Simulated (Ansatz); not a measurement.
**Te2Mo: a line through a two-coordinate scan**

One table from this session's results is given with a row withheld; the runs are named, their logs left out.

Method: DFT PBE+D3(BJ), scalar-relativistic, plane waves, PAW, in Ansatz 0.2.0.

2 further runs of the same task are left out: 2 set aside as unsound or not needed.

**The system as given**

The structure is hexagonal, space group P-6m2 (No. 187). Conventional cell: a = 3.495 Å, b = 3.495 Å, c = 7.625 Å, α = 90.00°, β = 90.00°, γ = 120.00°. Te (site symmetry 3m) is surrounded by 3 Mo at 2.72 Å. Around Mo (site symmetry -6m2) lie 6 Te at 2.72 Å.

Coordinates:

```cif
data_structure
_symmetry_space_group_name_H-M 'P-6m2'
_symmetry_Int_Tables_number 187
_cell_length_a 3.4952
_cell_length_b 3.4952
_cell_length_c 7.6246
_cell_angle_alpha 90.000
_cell_angle_beta 90.000
_cell_angle_gamma 120.000
_cell_volume 80.66
loop_
_atom_site_label
_atom_site_type_symbol
_atom_site_symmetry_multiplicity
_atom_site_Wyckoff_symbol
_atom_site_fract_x
_atom_site_fract_y
_atom_site_fract_z
_atom_site_occupancy
Te1 Te 2 h 0.33333 0.66667 0.76141 1
Mo1 Mo 1 a 0.00000 0.00000 0.00000 1
```

It goes back to an entry of the Materials Project, which need not be the stable form.

It is the result of an earlier relaxation at this level (volume 26.89 Å³/atom; gap on the mesh: 0.97 eV).

**What is varied**

The energy is mapped over a normal mode and a strain (zone-centre modes of the cell shown) (x along [1 0 0], y along [1 2 0], z along [0 0 1] of the conventional cell).

First coordinate, amplitude of mode 5 (115 cm⁻¹), largest displacement in the unstrained cell: 7 values from −0.155 Å. Second coordinate, strain +e along z and -e/2 along x and y: 7 values from −7.00 %.

Nothing else is relaxed (the pattern is fixed in fractional coordinates). Energies count from the relaxed high-symmetry cell. Points are written as (first, second).

The modes come from a phonon run on the reference cell, made beforehand.

The patterns, per unit of each coordinate (Å):

```tsv
atom	x1	y1	z1
Te1	0.000	1.000	0.000
Te2	0.000	-1.000	0.000
Mo3	0.000	0.000	0.000
```

Set-up of the first run:

Contents of input.yaml:

```yaml
crystal:
  lattice:
    - [3.6174889149, 0.0, 0.0]
    - [-1.8087444575, 3.1328372982, 0.0]
    - [0.0, 0.0, 7.0908358394]
  atoms:
    - { symbol: Te, position: [0.3333333333, 0.6666666667, 0.7614144829] }
    - { symbol: Te, position: [0.3333333333, 0.6666666667, 0.2385855171] }
    - { symbol: Mo, position: [0.0, 0.0, 0.0] }
basis:
  ecutwfc: 420
kpoints:
  mp_grid: { grid: [9, 9, 4] }
hamiltonian:
  xc: pbe
  dispersion: d3bj
scf:
  occupations: { method: gaussian, width: 0.05 }
output:
  forces: true
  stress: true
  eigenvalues: true
```

Run with:

```console
> ansatz run input.yaml --threads 1 --pin off --max-ram 2048MiB --backend cpu --events-out ev --progress --plain --runs-dir out
```

Steps of the session up to this table: Grid point (0.000 Å, −7.00 %); Point (0.000 Å, −4.67 %); Point (0.000 Å, −2.33 %); Point (0.000 Å, 2.33 %); Point (0.000 Å, 4.67 %); Point (0.000 Å, 7.00 %).

One of the session's tables, all rows but one given; the rest of the session is left out.

| strain +e along z and -e/2 along x and y (%) | energy (meV) | slope (meV per %) | pressure (GPa) | band gap on the k-mesh (eV) | largest force on an atom (eV/Å) |
| --- | --- | --- | --- | --- | --- |
| −7.00 | 207 | −61 | 2.45 | 0.21 | 1.06 |
| −4.67 | 90 | −39 | 1.47 | 0.61 | 0.69 |
| −2.33 | 22 | −19 | 0.65 | 1.00 | 0.33 |
| 0.00 | 0 | 0 | −0.01 | 0.97 | 0.00 |
| 2.33 | 21 | 18 | −0.50 | 0.89 | 0.32 |
| 4.67 | ? | ? | ? | ? | ? |
| 7.00 | 190 | 53 | −0.96 | 0.54 | 0.89 |

Estimate the missing values for strain +e along z and -e/2 along x and y (%) = 4.67.

Worked estimate for «energy (meV)». A straight line through the neighbours (2.33, 21) and (7.00, 190) gives 21 + (190 − 21) × (4.67 − 2.33) / (7.00 − 2.33) = 106; a parabola fitted to 3 rows on both sides gives 85.

**Answer.** energy (meV): 85; slope (meV per %): 36; pressure (GPa): −0.82; band gap on the k-mesh (eV): 0.76; largest force on an atom (eV/Å): 0.61. In «energy (meV)» the line misses by +21 and the parabola by +0.

Energies count from the relaxed high-symmetry cell. Rows without a step come from runs not printed here or follow by symmetry. Slopes come from the forces (and the stress, where the cell changes), not from differences of energies.

To keep in mind: Warnings in the runs' records: relaxed geometry near dispersion switch.
